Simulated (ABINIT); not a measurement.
A run of ABINIT 10.8.3 (patched build) is set up as follows.

run.abi

```
pp_dirpath "./"
pseudos "Tm.GGA_PBE-ansatz.xml"

acell 3.4130926276 3.4130926276 3.4130926276 Angstrom
rprim
    -0.5773502692     0.5773502692     0.5773502692
     0.5773502692    -0.5773502692     0.5773502692
     0.5773502692     0.5773502692    -0.5773502692
ntypat 1
znucl 69
natom 1
typat 1
xred
     0.0000000000     0.0000000000     0.0000000000

ecut 15.4
pawecutdg 30.8
pawxcdev 0

kptopt 1
ngkpt 10 10 10
nshiftk 1
shiftk 0.0 0.0 0.0

ixc 11

nband 19
occopt 3
tsmear 0.00734986

nsppol 2
spinat
     0.0000000000     0.0000000000     2.0000000000

nstep 100
tolvrs 1.0e-9

iomode 3
prtwf 0
prteig 0
prtebands 0
enunit 1
prtden 1
prtvha 1
prtvclmb 1
prtpot 1
```

Potentials or basis: Ansatz PAW PBE default generated set, frozen core.

Command:

```bash
$ abinit run.abi > log 2>&1
```

**Question.** Predict the band gap on the k mesh.

**Answer.** None (metal or under the smearing width).

**Question.** Estimate the net moment.

**Answer.** 0.00 μB per cell.

**Question.** Predict the pressure.

**Answer.** 3.6 GPa.

Caveat: the magnetic or orbital state may not be the lowest; spin-orbit coupling is left out, which moves the levels of the heavy elements. The state reached can hang on the start; a lower one may exist.
